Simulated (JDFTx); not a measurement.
Crystal: NaCl.

```
Cl Na
1.0
     0.00000    2.79406    2.79406
     2.79406    0.00000    2.79406
     2.79406    2.79406    0.00000
Cl Na
1 1
Direct
  0.50000 0.50000 0.50000
  0.00000 0.00000 0.00000
```

The cell is a database's computed one.

Program: JDFTx 1.7.0 (patched build). Alike in all runs: task single point; no spin polarisation; cell as given; k mesh 8 × 8 × 8; smearing fermi-dirac 0.05 eV.

Order these runs on this cell by their band gap on the k mesh, lowest first.
A. level PBE; potentials or basis PseudoDojo-SR-PBE-0.5-standard; cutoff (eV) 1197
B. level PBEsol; potentials or basis PseudoDojo-SR-PBEsol-0.4.1-standard; cutoff (eV) 1197
C. level TASK; potentials or basis SG15-PBE-1.2; cutoff (eV) 1088
D. level LDA; potentials or basis PseudoDojo-SR-LDA-0.4.1-standard; cutoff (eV) 1197
E. level r2SCAN; potentials or basis SG15-PBE-1.2; cutoff (eV) 1088

D (4.80 eV), B (5.04 eV), A (5.22 eV), E (5.96 eV), C (8.56 eV).

A k mesh can miss the band edges.

Not every run made on this cell is shown here.
